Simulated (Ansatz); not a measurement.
**SnTe in Ansatz: the effect of functional**

Crystal: SnTe.

```
Te Sn
1.0
     0.00000    3.15085    3.15085
     3.15085    0.00000    3.15085
     3.15085    3.15085    0.00000
Te Sn
1 1
Direct
  0.50000 0.50000 0.50000
  0.00000 0.00000 0.00000
```

Alike in all runs:

```yaml
Program: Ansatz 0.2.0
Task: single point
Potentials_or_basis: all-electron PAW datasets made for the crystal
k_mesh: 6 × 6 × 6
Occupations: fermi-dirac, width 0.05 eV
Spin: no spin polarisation
```

```tsv
functional	cutoff	gap on the mesh (eV)	pressure (GPa)
PBEsol	240 eV (chosen from the basis error)	0.14	-0.3
HSE06	270 eV (chosen from the basis error)	?	?
PBE0	270 eV (chosen from the basis error)	0.61	1.6
```

Question: What does the run with functional HSE06 give?

Answer: gap on the mesh 0.11 eV; pressure 1.3 GPa.

Caveats: spin-orbit coupling is left out, which moves the levels of the heavy elements.

A k mesh can miss the band edges.

The runs don't all hold the same shells in valence.
